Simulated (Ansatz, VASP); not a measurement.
# Al2Au in VASP and in Ansatz

```
Au Al
1.0
     0.00000    3.00000    3.00000
     3.00000    0.00000    3.00000
     3.00000    3.00000    0.00000
Au Al
1 2
Direct
  0.00000 0.00000 0.00000
  0.75000 0.75000 0.75000
  0.25000 0.25000 0.25000
```

Alike in both runs: task relaxation of cell and atoms; functional PBEsol; k mesh 8 × 8 × 8; occupations fermi-dirac, width 0.05 eV; no spin polarisation.

|  | VASP | Ansatz |
| --- | --- | --- |
| version | VASP 6.6.1 | Ansatz 0.2.0 |
| potentials or method | VASP PAW PBE potentials, release 64 (Au, Al), cutoff 600 eV | all-electron LAPW, scalar-relativistic |

VASP gave:

```
relaxed volume (Å³/atom)                                     : 17.98
relaxed cell length with the largest relative difference (Å) : 4.241
```

What did Ansatz give for the same quantities?

Relaxed volume (Å³/atom): 18.00; relaxed cell length with the largest relative difference (Å): 4.243.

Ansatz ran all-electron here, so the differences hold the error of VASP's frozen core and of both bases.

Caveats: the PAW data sets were made with another functional, which shifts forces and pressure a little (VASP). The runs have no spin-orbit coupling, so splittings on Au are missing.
